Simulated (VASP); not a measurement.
Here is a VASP 6.6.1 calculation.

Contents of POSCAR:

```
Mg2Si                                   
1.0
   -0.0000000000      3.1590997494      3.1590997494
    3.1590997494      0.0000000000      3.1590997494
    3.1590997494      3.1590997494     -0.0000000000
  Si              Mg            
     1     2
Direct
     0.0000000000000000    0.0000000000000000    0.0000000000000000
     0.2500000000000000    0.2500000000000000    0.2500000000000000
     0.7500000000000000    0.7500000000000000    0.7500000000000000
```

INCAR.step1

```
SYSTEM = Mg2Si
ALGO     = Normal         ! electronic algorithm
EDIFF    = 1E-5           ! SCF threshold, eV
ENCUT    = 520            ! plane-wave cutoff, eV
GGA      = PE             ! functional
ISIF     = 2              ! what is computed and relaxed
ISMEAR   = 0              ! smearing method
KPAR     = 4            
LASPH    = .True.         ! aspherical terms in the spheres
LCHARG   = .False.        ! write CHGCAR
LREAL    = .False.        ! projectors in reciprocal space
LWAVE    = .True.         ! write WAVECAR
NELM     = 60             ! most SCF steps
PREC     = Accurate       ! precision mode
SIGMA    = 0.02           ! smearing width, eV
```

INCAR.step2

```
SYSTEM = Mg2Si
ALGO     = Normal         ! electronic algorithm
EDIFF    = 1E-7           ! SCF threshold, eV
ENCUT    = 520            ! plane-wave cutoff, eV
GGA      = PE             ! functional
HFSCREEN = 0.2            ! screening, 1/A
ISIF     = 2              ! what is computed and relaxed
ISMEAR   = 0              ! smearing method
ISTART   = 1            
KPAR     = 4            
LASPH    = .True.         ! aspherical terms in the spheres
LCHARG   = .False.        ! write CHGCAR
LHFCALC  = .True.         ! exact exchange
LREAL    = .False.        ! projectors in reciprocal space
LWAVE    = .False.        ! write WAVECAR
NELM     = 60             ! most SCF steps
PREC     = Accurate       ! precision mode
PRECFOCK = Fast         
SIGMA    = 0.02           ! smearing width, eV
```

The input KPOINTS:

```
k-points
0
Gamma
  6 6 6
  0 0 0
```

The input KPOINTS_OPT:

```
path GXWKGLUWLK,UX
12
line-mode
reciprocal
 0.0000000000  0.0000000000  0.0000000000  G
 0.5000000000  0.0000000000  0.5000000000  X

 0.5000000000  0.0000000000  0.5000000000  X
 0.5000000000  0.2500000000  0.7500000000  W

 0.5000000000  0.2500000000  0.7500000000  W
 0.3750000000  0.3750000000  0.7500000000  K

 0.3750000000  0.3750000000  0.7500000000  K
 0.0000000000  0.0000000000  0.0000000000  G

 0.0000000000  0.0000000000  0.0000000000  G
 0.5000000000  0.5000000000  0.5000000000  L

 0.5000000000  0.5000000000  0.5000000000  L
 0.6250000000  0.2500000000  0.6250000000  U

 0.6250000000  0.2500000000  0.6250000000  U
 0.5000000000  0.2500000000  0.7500000000  W

 0.5000000000  0.2500000000  0.7500000000  W
 0.5000000000  0.5000000000  0.5000000000  L

 0.5000000000  0.5000000000  0.5000000000  L
 0.3750000000  0.3750000000  0.7500000000  K

 0.6250000000  0.2500000000  0.6250000000  U
 0.5000000000  0.0000000000  0.5000000000  X
```

Potentials or basis: VASP PAW PBE potentials, release 64 (Si, Mg).

Run with:

```sh
$ cat potpaw_PBE.64/Si/POTCAR potpaw_PBE.64/Mg/POTCAR > POTCAR
$ cp INCAR.step1 INCAR
$ mpirun -np 4 vasp_std > vasp.out
$ cp INCAR.step2 INCAR
$ mpirun -np 4 vasp_std > vasp.out
```

Problem. Predict the band gap along the path.

Solution. 0.57 eV, indirect (least direct gap 2.60 eV).

Problem. Predict the pressure.

Solution. 0.3 GPa.

Problem. Predict the band gap on the k mesh.

Solution. 0.57 eV, indirect (least direct gap 2.60 eV).

Levels at the corners of the path, in eV from the valence-band top:
| point | band 1 | band 2 | band 3 | band 4 | band 5 | band 6 | band 7 | band 8 |
| --- | --- | --- | --- | --- | --- | --- | --- | --- |
| Γ | -10.33 | 0.00 | 0.00 | 0.00 | 2.60 | 3.17 | 3.17 | 3.17 |
| X | -8.05 | -4.98 | -2.20 | -2.20 | 0.57 | 0.89 | 9.00 | 9.00 |
| X | -8.05 | -4.98 | -2.20 | -2.20 | 0.57 | 0.89 | 9.00 | 9.00 |
| W | -7.99 | -4.02 | -4.02 | -2.96 | 3.21 | 4.31 | 4.31 | 4.65 |
| W | -7.99 | -4.02 | -4.02 | -2.96 | 3.21 | 4.31 | 4.31 | 4.65 |
| K | -8.07 | -4.49 | -3.84 | -1.83 | 1.15 | 3.63 | 6.72 | 7.04 |
| K | -8.07 | -4.49 | -3.84 | -1.83 | 1.15 | 3.63 | 6.71 | 7.04 |
| Γ | -10.33 | 0.00 | 0.00 | 0.00 | 2.60 | 3.17 | 3.17 | 3.17 |
| Γ | -10.33 | 0.00 | 0.00 | 0.00 | 2.60 | 3.17 | 3.17 | 3.17 |
| L | -8.69 | -5.37 | -0.79 | -0.79 | 1.88 | 3.13 | 3.13 | 5.75 |
| L | -8.69 | -5.37 | -0.79 | -0.79 | 1.88 | 3.13 | 3.13 | 5.75 |
| U | -8.07 | -4.49 | -3.84 | -1.83 | 1.15 | 3.63 | 6.71 | 7.06 |
| U | -8.07 | -4.49 | -3.84 | -1.83 | 1.15 | 3.63 | 6.72 | 7.09 |
| W | -7.99 | -4.02 | -4.02 | -2.96 | 3.21 | 4.31 | 4.31 | 4.65 |
| W | -7.99 | -4.02 | -4.02 | -2.96 | 3.21 | 4.31 | 4.31 | 4.65 |
| L | -8.69 | -5.37 | -0.79 | -0.79 | 1.88 | 3.13 | 3.13 | 5.75 |
| L | -8.69 | -5.37 | -0.79 | -0.79 | 1.88 | 3.13 | 3.13 | 5.75 |
| K | -8.07 | -4.49 | -3.84 | -1.83 | 1.15 | 3.63 | 6.71 | 7.07 |
| U | -8.07 | -4.49 | -3.84 | -1.83 | 1.15 | 3.63 | 6.71 | 7.05 |
| X | -8.05 | -4.98 | -2.20 | -2.20 | 0.57 | 0.89 | 9.00 | 9.00 |

Caveat: the PAW data sets were made with another functional, which shifts forces and pressure a little.
